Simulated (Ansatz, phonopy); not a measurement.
# Quasi-harmonic thermodynamics of BaTe (Fm-3m), part 2 of 2

Wanted: α(T), C_P(T) and B(T) of BaTe in the quasi-harmonic approximation.

Ansatz 0.2.0; DFT r2SCAN, scalar-relativistic, plane waves, PAW (the session's first sound run).

So far, principal linear expansion coefficients at 298 K (× 1e-6/K): step 7 (the quasi-harmonic study, cutoff 580 eV, functional r2SCAN) 15.9.

The database entry behind the starting cell differs from later determinations by our own check (about 2.5 % short), so it need not match the best structure at ambient conditions.

## (8) Relaxing at another setting

The functional, the potentials or the cutoff change, so the crystal is relaxed again at the new setting.

This step: DFT RPBE, scalar-relativistic, plane waves, PAW (Ansatz 0.2.0).

input.yaml

```yaml
crystal:
  lattice:
    - [0.0, 3.5312210603, 3.5312210603]
    - [3.5312210603, 0.0, 3.5312210603]
    - [3.5312210603, 3.5312210603, 0.0]
  atoms:
    - { symbol: Ba, position: [0.0, 0.0, 0.0] }
    - { symbol: Te, position: [0.5, 0.5, 0.5] }
kpoints:
  mp_grid: { grid: [8, 8, 8] }
hamiltonian:
  xc: rpbe
scf:
  occupations: { method: fixed }
output:
  forces: true
  stress: true
  eigenvalues: true
relax:
  adjacent_minimum: "off"
  f_tol: 0.001
  max_steps: 60
  cell: { stress_tol: 0.01 }
```

Total energies of two functionals don't compare. The cutoff isn't typed and follows the default for these files.

Started as:

```bash
ansatz run input.yaml --threads 4 --pin off --max-ram 8192MiB --backend cpu --events-out ev --progress --plain --runs-dir out
```

Run time: 3.4 s. Hardware: 4 threads of Arm Neoverse V2, shared host; peak memory 0.43 GiB; 12 s of CPU time.

Relaxation path:

```
step  energy less that of the first step (eV)  largest force component (eV/Å)  pressure (GPa)  volume (Å³)
   1                                   0.0000                          0.0000            1.24        88.07
   2                                  -0.0146                          0.0000            0.11        91.68
   3                                  -0.0148                          0.0000            0.01        92.06
  4*                                  -0.0150                          0.0000            0.01        92.06
```

Relaxation steps marked * repeat the geometry before them on a plane-wave basis chosen anew for their cell, so energy and pressure can jump there.

Forces are held to the 48 operations that the run works with; a distortion that breaks them can't arise in this run.

```
conventional cell, symmetrised  before  after  change
                         a (Å)   7.062  7.168  +1.5 %
                         b (Å)   7.062  7.168  +1.5 %
                         c (Å)   7.062  7.168  +1.5 %
              volume (Å³/atom)   44.03  46.03  +4.5 %
```

The relaxed structure:

```cif
data_structure
_symmetry_space_group_name_H-M 'P 1'
_symmetry_Int_Tables_number 1
_cell_length_a 5.0683
_cell_length_b 5.0683
_cell_length_c 5.0683
_cell_angle_alpha 60.000
_cell_angle_beta 60.000
_cell_angle_gamma 60.000
_cell_volume 92.06
loop_
_atom_site_label
_atom_site_type_symbol
_atom_site_fract_x
_atom_site_fract_y
_atom_site_fract_z
_atom_site_occupancy
Ba1 Ba 0.00000 0.00000 0.00000 1
Te2 Te 0.50000 0.50000 0.50000 1
```

Numbers from this step:

| Item | Value |
| --- | --- |
| pressure | 0.007777 GPa |
| gap on the k-mesh | 1.853 eV |
| volume per atom | 46.03 Å³ |

The residual pressure is 0.0078 GPa, small enough for phonons.

## (9) Phonons on strained cells, cutoff 487.2 eV

Thermal expansion follows from how the free energy of the vibrations (and of the electrons in a metal) changes with strain, so the program makes strained cells, their phonons and a fit in one run.

input.yaml, the sections that differ from step 8:

```yaml
crystal:
  lattice:
    - [0.0, 3.5838162994, 3.5838162994]
    - [3.5838162994, 0.0, 3.5838162994]
    - [3.5838162994, 3.5838162994, 0.0]
  atoms:
    - { symbol: Ba, position: [0.0, 0.0, 0.0] }
    - { symbol: Te, position: [0.5, 0.5, 0.5] }
output:
  eigenvalues: true
phonons:
  method: dfpt
  qmesh: [2, 2, 2]
  temperatures: { t_max: 800.0, t_step: 50 }
  thermal_expansion: {}
# kpoints, hamiltonian, scf: as in step 8
# relax: removed
```

The job ended after 5.5 min (4 threads; peak memory 1.2 GiB).

Numbers from this step:

```yaml
pressure: 0.007502 GPa
volume_expansion_coefficient_at_298_k: 63.80 1e-6/K
c_p_at_298_k: 25.47 J/mol-atom/K
entropy_at_298_k: 53.48 J/mol-atom/K
isothermal_bulk_modulus_at_298_k: 22.70 GPa
grueneisen_parameter_at_298_k: 1.656
volume_at_298_k: 46.89 Å³/atom
principal_linear_expansion_coefficients_at_298_k: 21.27, 21.27, 21.27 1e-6/K
```

Strained cells of the study; zero-point energy where phonons were solved; the pressures are stresses at a fixed cutoff and can carry an offset from the finite basis. Expansion cells, by row:

```
cell  |a| (Å)  |b| (Å)  |c| (Å)  V (Å³/atom)  E - E_lowest (meV/atom)  pressure, compression positive (GPa)  gap (eV)  zero-point energy (meV/atom)
   1    5.068    5.068    5.068        46.03                        0                                 0.006     1.853                             -
   2    5.109    5.109    5.109        47.14                    1.978                                -0.567     1.892                             -
   3    5.028    5.028    5.028        44.94                    2.159                                  0.64     1.811                             -
   4    5.069    5.069    5.069        46.05                        0                                -0.008     1.854                         13.27
   5    5.095    5.095    5.095        46.75                    0.824                                -0.372     1.879                         12.93
   6    5.127    5.127    5.127        47.66                     4.19                                -0.808     1.909                          12.5
   7    5.157    5.157    5.157        48.48                    9.264                                -1.164     1.934                         12.12
   8    5.186    5.186    5.186        49.32                    16.22                                -1.494     1.958                         11.73
   9    5.019    5.019    5.019         44.7                    3.266                                 0.796     1.801                             -
  10    5.044    5.044    5.044        45.37                    0.794                                 0.381     1.828                             -
  11    5.228    5.228    5.228        50.51                    28.92                                -1.911     1.988                             -
```

Quasi-harmonic; a, b, c are the run's own cell vectors. Expansion, by row:

```
T (K)  a (Å)  b (Å)  c (Å)  alpha (deg)  beta (deg)  gamma (deg)  cell volume (Å³/cell)  alpha_a (1e-6/K)  alpha_b (1e-6/K)  alpha_c (1e-6/K)  alpha_V (1e-6/K)  C_P (J/mol-atom/K)  C_V (J/mol-atom/K)  S (J/mol-atom/K)  B_T (GPa)  B_S (GPa)  Grueneisen  extrapolation  fit error (1e-6/K)
    0  5.074  5.074  5.074           60          60           60                  92.37                 0                 0                 0                 0                   0                   0                 0      24.93      24.93           -              0                   0
   50  5.075  5.075  5.075           60          60           60                  92.45             13.28             13.28             13.28             39.84               17.78               17.72             12.34      24.75      24.83       1.549              0                0.02
  100   5.08   5.08   5.08           60          60           60                  92.68             17.89             17.89             17.89             53.66               22.98               22.79             26.75      24.37      24.58       1.602              0                0.02
  150  5.084  5.084  5.084           60          60           60                  92.94             19.28             19.28             19.28             57.83               24.29               23.95             36.35      23.97      24.31       1.619              0                0.02
  200  5.089  5.089  5.089           60          60           60                  93.21             20.07             20.07             20.07             60.21               24.86               24.38             43.43      23.55      24.02       1.632              0                0.03
  250  5.095  5.095  5.095           60          60           60                   93.5              20.7              20.7              20.7             62.11               25.21               24.59             49.02      23.12      23.72       1.645              0                0.03
298.1    5.1    5.1    5.1           60          60           60                  93.78             21.27             21.27             21.27              63.8               25.47               24.69             53.48       22.7      23.42       1.656              0                0.02
  300    5.1    5.1    5.1           60          60           60                  93.79             21.29             21.29             21.29             63.87               25.48                24.7             53.64      22.69      23.41       1.657              0                0.02
  350  5.105  5.105  5.105           60          60           60                   94.1             21.88             21.88             21.88             65.63               25.71               24.76             57.59      22.24      23.09        1.67              0                0.02
  400  5.111  5.111  5.111           60          60           60                  94.41             22.48             22.48             22.48             67.45               25.93               24.81             61.03      21.77      22.76       1.683              0                0.03
  450  5.117  5.117  5.117           60          60           60                  94.73             23.12             23.12             23.12             69.36               26.15               24.84              64.1       21.3      22.43       1.697              0                0.04
  500  5.123  5.123  5.123           60          60           60                  95.07              23.8              23.8              23.8             71.41               26.38               24.86             66.87      20.81      22.08       1.711              0                0.05
  550  5.129  5.129  5.129           60          60           60                  95.41             24.54             24.54             24.54             73.61               26.61               24.87             69.39      20.31      21.73       1.727              0                0.06
  600  5.135  5.135  5.135           60          60           60                  95.77             25.33             25.33             25.33                76               26.86               24.88             71.72      19.79      21.36       1.743              0                0.06
  650  5.142  5.142  5.142           60          60           60                  96.14              26.2              26.2              26.2             78.59               27.13               24.89             73.88      19.26      20.99        1.76              0                0.05
  700  5.149  5.149  5.149           60          60           60                  96.53             27.15             27.15             27.15             81.44               27.42                24.9              75.9      18.71      20.61       1.779              0                0.03
  750  5.156  5.156  5.156           60          60           60                  96.93             28.19             28.19             28.19             84.56               27.75               24.91              77.8      18.14      20.21       1.798              0                0.05
  800  5.163  5.163  5.163           60          60           60                  97.35             29.34             29.34             29.34             88.02                28.1               24.91              79.6      17.56      19.81       1.819              0                0.12
```

Expansion coefficient against temperature; values in 1e-6/K:

```
temperature (K)  volume  principal 1
              0       0            0
             50    39.8         13.3
            100    53.7         17.9
            150    57.8         19.3
            200    60.2         20.1
            250    62.1         20.7
            298    63.8         21.3
            300    63.9         21.3
            350    65.6         21.9
            400    67.5         22.5
            450    69.4         23.1
            500    71.4         23.8
            550    73.6         24.5
            600      76         25.3
            650    78.6         26.2
            700    81.4         27.1
            750    84.6         28.2
            800    88.0         29.3
```

Changing the level of theory (r2SCAN → RPBE) and the cutoff (580 → 487.2 eV) takes the volume expansion at 298 K from 47.7 to 63.8 × 10⁻⁶/K and B_T from 28.5 to 22.7 GPa.

## (10) Quasi-harmonic fit by phonopy

This step: DFT RPBE, scalar-relativistic, plane waves, PAW (phonopy 4.10.0).

Numbers from this step:

| Quantity | Value |
| --- | --- |
| volume expansion coefficient at 300 K | 63.86 1e-6/K |
| isothermal bulk modulus at 300 K | 22.69 GPa |
| C_P at 300 K | 25.59 J/mol-atom/K |
| Grüneisen parameter at 300 K | 1.657 |

The energy (each curve on its own zero) by volume; values in meV/atom:

```
volume (Å³/atom)  static  F at 0 K  F at 300 K  F at 800 K
           46.05       0      0.76        4.49        11.9
           46.75    0.82      1.25        3.41        7.67
           47.66    4.19      4.18        4.23         4.3
           48.48    9.26      8.87        6.94        3.13
           49.32    16.2      15.4        11.4        3.54
```

Phonopy-qha, vinet fit of F(V) at each temperature. Qha vinet, by row:

```
T (K)  fitted volume (Å³/atom)  alpha_V (1e-6/K)  B_T (GPa)  C_P (J/mol-atom/K)  Grueneisen
  100                    46.34             52.27      24.37               23.51        1.56
  150                    46.47             57.56      23.97               24.66       1.611
  200                    46.61             60.13      23.55               25.09        1.63
  250                    46.75             62.08      23.13               25.37       1.644
  300                     46.9             63.86      22.69               25.59       1.657
  350                    47.05             65.63      22.24               25.79        1.67
  400                     47.2             67.46      21.77                  26       1.683
  450                    47.37             69.38       21.3                26.2       1.697
  500                    47.53             71.44      20.81               26.42       1.712
  550                    47.71             73.66      20.31               26.64       1.728
  600                    47.88             76.05      19.79               26.89       1.744
  650                    48.07             78.66      19.26               27.16       1.762
  700                    48.26             81.51      18.71               27.45        1.78
  750                    48.46             84.63      18.15               27.77         1.8
```

Volume expansion coefficient against temperature; values in 1e-6/K:

```
temperature (K)  phonopy-qha, Vinet  Ansatz's own study
            100                52.3                53.7
            150                57.6                57.8
            200                60.1                60.2
            250                62.1                62.1
            300                63.9                63.9
            350                65.6                65.6
            400                67.5                67.5
            450                69.4                69.4
            500                71.4                71.4
            550                73.7                73.6
            600                76.0                  76
            650                78.7                78.6
            700                81.5                81.4
            750                84.6                84.6
```

The fit gives a volume expansion of 63.9 × 10⁻⁶/K at 300 K, against 63.8 at 298 K from the study itself, whose static fit uses more cells.

## (11) Outcome

| Property | Result |
| --- | --- |
| settings of these figures | r2SCAN, 580 eV, k 8×8×8, q 2×2×2 |
| volume expansion coefficient at 298 K | 47.72 1e-6/K |
| C_P at 298 K | 25.15 J/mol-atom/K |
| entropy at 298 K | 50.75 J/mol-atom/K |
| isothermal bulk modulus at 298 K | 28.45 GPa |
| Grüneisen parameter at 298 K | 1.483 |
| volume at 298 K | 44.66 Å³/atom |
| principal linear expansion coefficients at 298 K | 15.91, 15.91, 15.91 1e-6/K |

What this shows: Near room temperature BaTe expands by 47.7 × 10⁻⁶/K in volume by r2SCAN, with C_P = 25.1 J/(mol K) per mole of atoms and B_T = 28.5 GPa. C_P at room temperature is 101 % of the classical 3R an atom; C_V is 99 %, and the rest is expansion work. The levels of theory differ by up to 16.1 × 10⁻⁶/K in the volume expansion at 298 K. The PAW files were made for PBE and are used here under another functional, for which the program regenerates the frozen cores. The cell of these runs is 11 % larger in volume than the database cell; frequencies and all that rests on them shift with it.

[Logs are printed without paths, hosts, clocks, repeated set-up lines and the standing remarks that a program may print on its own settings, such as how far it seeks lower states.]

[Hosts, paths, dates, database ids (printed as entryN), source tags and the programs' standing remarks are cut or masked in the printed files.]

[A step with changed settings may run another functional than the one named; its input shows which.]
